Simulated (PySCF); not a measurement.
One of the candidates below gave these computed data.

All candidates are C6H7N.

| technique | computed result |
| --- | --- |
| UV, strongest line | among the 8 lowest singlet transitions: S6 at 7.41 eV (167 nm, f = 0.587) [TDDFT CAM-B3LYP/def2-SVPD] |
| Polarisability | 73.8 au [CAM-B3LYP/def2-SVPD] |
| Dipole | 1.98 D [CAM-B3LYP/def2-SVPD] |
| UV, first state | lowest singlet excitation: 5.13 eV (242 nm, f = 0.004) [TDDFT CAM-B3LYP/def2-SVPD] |
| Rotational structure | rotational constants A, B, C: 5.782, 2.672, 1.848 GHz [GFN2-xTB] |
| Triplet | lowest triplet excitation (Tamm–Dancoff): 4.24 eV [TDA CAM-B3LYP/def2-SVPD] |

The electronic properties come from PySCF, for the isolated species, density fitting. Levels stand in brackets. Isolated species at its GFN2-xTB geometry, gas phase.

Question: Which candidate is it?
A. `Cc1ccccn1`
B. `N#C/C=C\C1CC1`
C. `Nc1ccccc1`

Answer: A. It is `Cc1ccccn1`. Numbering: `[CH3:1][c:2]1[cH:3][cH:4][cH:5][cH:6][n:7]1`. Its formula, C6H7N, gives 4 degrees of unsaturation: 1 ring and 3 π bonds in the structure found (Kekulé form). The optimised geometry has point group Cs and is an asymmetric top.

The others, at the same levels:
- `N#C/C=C\C1CC1` fails: its computed lowest singlet excitation is 5.87 eV (211 nm, f = 0.533) (against 5.13 eV), lowest triplet excitation (Tamm–Dancoff) is 3.60 eV (against 4.24 eV) and static isotropic polarisability is 75.7 au (against 73.8 au).
- `Nc1ccccc1` fails: its computed lowest singlet excitation is 4.93 eV (251 nm, f = 0.039) (against 5.13 eV), lowest triplet excitation (Tamm–Dancoff) is 3.96 eV (against 4.24 eV) and strongest line among the 8 lowest singlet transitions is S7 at 6.91 eV (179 nm, f = 0.585) (against S6 at 7.41 eV).

Each candidate is one conformer, not necessarily the lowest. The conformers computed, where there is a choice (atom-mapped SMILES and torsion angles):
- `[N:1]#[C:2]/[CH:3]=[CH:4]\[CH:5]1[CH2:6][CH2:7]1`: C3–C4–C5–C6 -146°
- `[NH2:1][c:2]1[cH:3][cH:4][cH:5][cH:6][cH:7]1`: H–N1–C2–C3 -161°, H–N1–C2–C3 -22°
